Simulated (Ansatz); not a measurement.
BN (R3m) from a database structure, relaxed with r2SCAN+rVV10 in the PAW code Ansatz. Space group R3m (No. 160), trigonal; conventional cell a = 2.500 Å, c = 9.760 Å, 8.81 Å³ an atom. B is surrounded by 3 N at 1.44 Å; N is surrounded by 3 B at 1.44 Å.

The axes x, y and z are those of this cell:
```
B N
1.0
     2.48825    0.00278   -0.24449
    -1.23448    2.16042    0.24453
    -0.92498   -0.90878    3.31341
B N
1 1
Direct
  0.99103 0.99142 0.99384
  0.65712 0.32446 0.99297
```

Unstrained: The PBE gap is indirect, 4.133 eV (k = (0.315, 0.383, 0.023) to Y₂), below the direct gap of 4.706 eV at k = (0.340, -0.660, 0.160). The r2SCAN gap is indirect, 4.644 eV (k = (0.315, 0.383, 0.023) to Y₂), below the direct gap of 5.344 eV at Γ–C (0.95 of the way from Γ). The HSE06 gap is indirect, 5.395 eV (k = (0.315, 0.383, 0.023) to Y₂), below the direct gap of 6.112 eV at k = (0.340, -0.660, 0.160). Meshes: PBE 12×12×12, r2SCAN 12×12×12, HSE06 8×8×8. Strains are changes of length per length. After each strain the atoms were relaxed again with r2SCAN+rVV10 within the symmetry that the strain leaves, so tilts or polar shifts that break it weren't tested; points keep the names that they have in the unstrained zone. Calculated for a static, non-magnetic cell.

(1) For epitaxial -3.97 % in the xy plane, how far does the free direction move, and what happens to the gap?

(2) Apply biaxial +2.06 % in x and y, z held. How far does the gap move, against the unstrained cell?

Results:

(1) The normal strain at zero normal stress is +1.98 %, 0.50 of the in-plane strain with the sign turned. PBE: the gap goes from 4.133 to 4.379 eV (+0.246 eV); the edges go from (0.315, 0.383, 0.023) → Y₂ to (0.312, 0.318, -0.302) → L₂. r2SCAN: the gap goes from 4.644 to 4.896 eV (+0.252 eV); the edges go from (0.315, 0.383, 0.023) → Y₂ to (0.312, 0.318, -0.302) → L₂.

(2) PBE: the gap goes from 4.133 to 3.989 eV (-0.144 eV); the edges go from (0.315, 0.383, 0.023) → Y₂ to (0.320, 0.385, 0.036) → Y₂. r2SCAN: the gap goes from 4.644 to 4.495 eV (-0.149 eV); the edges go from (0.315, 0.383, 0.023) → Y₂ to (0.320, 0.385, 0.036) → Y₂. HSE06: the gap goes from 5.395 to 5.246 eV (-0.149 eV); the edges go from (0.315, 0.383, 0.023) → Y₂ to (0.320, 0.385, 0.036) → Y₂.

Where an edge lies off the special points, it is a point of the mesh or the k point where a search put PBE's edge or least direct gap, reused for the other functionals, whose own edges may lie a little apart.

Coordinates of k points refer to the reciprocal vectors of the primitive cell of the runs.

The meshes of the hybrids are coarse, so their gaps aren't converged to the digits shown.
